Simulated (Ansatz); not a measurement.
**Hf under changes of volume**

One of the cells (24.739 Å³/atom); the others are scaled copies at fixed shape and fractional positions:

```xyz
1
Lattice="2.9138 0.0000 0.0000 0.0000 2.9138 0.0000 0.0000 0.0000 2.9138" Properties=species:S:1:pos:R:3 pbc="T T T"
Hf    1.4569    1.4569    1.4569
```

The cell was built by a generator and needn't be a form met in nature.

| Property | Result |
| --- | --- |
| Program | Ansatz 0.2.0 |
| Functional | r2SCANh |
| Potentials or basis | Ansatz PAW |
| Cutoff | 500 eV (not typed: the program's choice for these potentials) |
| k mesh | 5 × 5 × 5 |
| Occupations | fermi-dirac, width 0.05 eV |
| Spin | no spin polarisation |

```csv
volume (Å³/atom),energy over the lowest point (meV/atom),pressure (GPa)
23.255,28.15,6.2
23.750,12.34,4.0
24.244,3.17,2.0
24.739,0.00,0.1
25.234,2.30,-1.6
25.729,?,?
26.223,21.40,-4.5
```

Task: What does the run at 25.729 Å³/atom give?

Result: Energy over the lowest point 9.59 meV/atom; pressure -3.1 GPa.

Worked out: A Birch-Murnaghan fit of order 3 (a polynomial in V^(-2/3)) to the other rows has its minimum at 24.77 Å³/atom with B0 = V·E''(V) = 88 GPa and B' = 3.7. It gives 9.60 meV/atom at 25.729 Å³/atom, against the run's 9.59, and -dE/dV = -3.1 GPa, against -3.1.

Energies are extrapolated to zero smearing.

Caveats: all runs use coarse meshes; the PAW data sets come from PBE, with cores solved anew for the run's functional, which leaves a small shift of forces and pressure; the thresholds are loose for stress.
